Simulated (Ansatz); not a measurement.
Zinc-blende AlSb was calculated with PBE in Ansatz (PAW).

The same calculation (at the measured cell, 28.871 Å³/atom) with different numerical settings:

```csv
run,k mesh,TO(Γ) frequency (cm⁻¹),rough time
1,4×4×4,321.0,10 core-s
2,6×6×6,319.3,20 core-s
3,8×8×8,319.0,40 core-s
4,12×12×12,318.9,2 core-min
5,16×16×16,318.8,4 core-min
6,20×20×20,318.8,10 core-min
```

In the column zone-centre TO phonon frequency the first row differs from the last by +2.2 and the next to last by 0.0.

The last row is no converged limit: other settings stay fixed.

Ansatz is a program for electronic structure.
